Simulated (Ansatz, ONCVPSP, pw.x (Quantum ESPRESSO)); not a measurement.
## Cl (Z = 17) (bcc): variants of one ONCV potential in the solid

```json
{
 "Element": "Cl (Z = 17)",
 "Generator": "ONCVPSP 4.0.1.1 (patched build)",
 "Type": "optimised norm-conserving Vanderbilt (ONCV)",
 "Functional": "PBE",
 "Relativity": "scalar-relativistic",
 "Frozen core": "[Ne]",
 "Valence charge": "7",
 "Reference configuration": "3s2 3p5",
 "Partial waves": "3s: rc 1.35 bohr, ncon 4, nbas 7, qcut 5.3 1/bohr, 2 projectors, debl 1.6 Ha; 3p: rc 1.25 bohr, ncon 4, nbas 8, qcut 7.7 1/bohr, 1 projector",
 "Local potential": "polynomial inside 1.10 bohr (lpopt 2, dvloc0 3 Ha)",
 "Core correction": "polynomial model core, fcfact 0.2"
}
```

Crystal test: bcc Cl in pw.x 7.5, no spin, 13³ k-points, Fermi–Dirac smearing 0.01 Ry, cutoffs set for each file from its atomic test. The reference is all-electron LAPW (Ansatz 0.2.0) with the same functional, mesh and smearing; V0 and B0 come from Birch–Murnaghan fits to the pressures at five volumes. Errors are pseudo minus all-electron; Δ is the rms difference of the E(V) curves that follow from these fits, minima aligned, over ±6 % about the mean V0. Mesh and smearing are coarse, so the numbers serve the comparison and aren't converged zero-temperature values; the lattice is a test structure that the element need not adopt.

All-electron: a0 = 3.519 Å (V0 = 21.78 Å³/atom), B0 = 28.3 GPa.

Base: This is a poor potential for the solid.

2 further variants are left out: they gave no file fit for a test, a broken result, the same result as the base, or pressures whose basis-set error rivals the error shown.

A dash in a converged row means that the minimum lies outside the volumes sampled.

| change | cutoffs (Ry) | pw.x | a0 (Å) | a0 error (%) | B0 error (%) | Δ (meV/atom) | mean pressure error (GPa) |
| --- | --- | --- | --- | --- | --- | --- | --- |
| base | 130/520 | converged | 3.553 | +0.98 | -2.2 | 4.0 | +0.86 |
| all radii but the core radius scaled by about 1.14 (s 1.54, p 1.42 bohr); local potential polynomial inside 1.26 bohr (lpopt 2, dvloc0 3 Ha) | 100/400 | converged | 3.566 | +1.34 | -3.3 | 5.5 | +1.21 |
| all radii but the core radius scaled by about 1.32 (s 1.78, p 1.66 bohr); local potential polynomial inside 1.46 bohr (lpopt 2, dvloc0 3 Ha) | 50/200 | converged | – | – | – | – | +1.93 |

Question: Give the row for: all radii but the core radius scaled by about 1.07 (s 1.44, p 1.34 bohr); local potential polynomial inside 1.18 bohr (lpopt 2, dvloc0 3 Ha).

Answer: pw.x: converged; mean pressure error (GPa): +1.05; a0 (Å): 3.560; a0 error (%): +1.18; B0 error (%): -3.2; Δ (meV/atom): 4.8.
